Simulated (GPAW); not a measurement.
# Y: band structure with LDA

The system is Y.

```
Y
1.0
     3.64740    0.00000    0.00000
    -1.82370    3.15874    0.00000
     0.00000    0.00000    5.73060
Y
2
Direct
  0.66667 0.33333 0.75000
  0.33333 0.66667 0.25000
```

- Program: GPAW 26.7.0
- Task: band structure
- Functional: LDA
- Potentials or basis: the program's PAW data sets (release 1.2.1) made for this functional
- Cutoff: 600 eV
- Basis: pw
- k mesh: 8 × 8 × 5
- Occupations: fermi-dirac, width 0.05 eV
- Spin: no spin polarisation
- Maxiter: 150
- Band path: GMKGALHA,LM,KH
- Band points: 100

```json
{
 "Pressure": "-3.8 GPa",
 "Band gap along the path": "none (metal or under the smearing width)"
}
```

Stress tensor (GPa, compression positive):
```
-3.68  0.00  0.00
 0.00 -3.68  0.00
 0.00  0.00 -4.18
```

Levels at the corners of the path, in eV from the Fermi level:
| point | band 6 | band 7 | band 8 | band 9 | band 10 | band 11 | band 12 | band 13 | band 14 | band 15 |
| --- | --- | --- | --- | --- | --- | --- | --- | --- | --- | --- |
| Γ | -22.34 | -22.34 | -22.31 | -4.64 | -1.85 | 0.93 | 1.71 | 1.71 | 1.99 | 2.30 |
| M | -22.54 | -22.46 | -22.40 | -1.66 | -1.17 | -0.80 | -0.07 | 1.37 | 1.44 | 2.02 |
| K | -22.55 | -22.55 | -22.54 | -0.68 | -0.64 | -0.64 | -0.41 | 1.05 | 1.05 | 2.28 |
| Γ | -22.34 | -22.34 | -22.31 | -4.64 | -1.85 | 0.93 | 1.71 | 1.71 | 1.99 | 2.30 |
| A | -22.38 | -22.38 | -22.38 | -3.22 | -3.22 | 0.93 | 0.93 | 1.63 | 1.63 | 1.63 |
| L | -22.47 | -22.45 | -22.45 | -1.63 | -1.63 | 0.07 | 0.07 | 1.40 | 1.40 | 2.73 |
| H | -22.64 | -22.41 | -22.41 | -0.39 | -0.39 | -0.35 | -0.35 | 0.43 | 0.43 | 2.69 |
| A | -22.38 | -22.38 | -22.38 | -3.22 | -3.22 | 0.93 | 0.93 | 1.63 | 1.63 | 1.63 |
| L | -22.47 | -22.45 | -22.45 | -1.63 | -1.63 | 0.07 | 0.07 | 1.40 | 1.40 | 2.73 |
| M | -22.54 | -22.46 | -22.40 | -1.66 | -1.17 | -0.80 | -0.07 | 1.37 | 1.44 | 2.02 |
| K | -22.55 | -22.55 | -22.54 | -0.68 | -0.64 | -0.64 | -0.41 | 1.05 | 1.05 | 2.28 |
| H | -22.64 | -22.41 | -22.41 | -0.39 | -0.39 | -0.35 | -0.35 | 0.43 | 0.43 | 2.69 |

Wall time 80 s on 1 thread of Arm Neoverse V2 (shared host), peak memory 0.38 GiB.
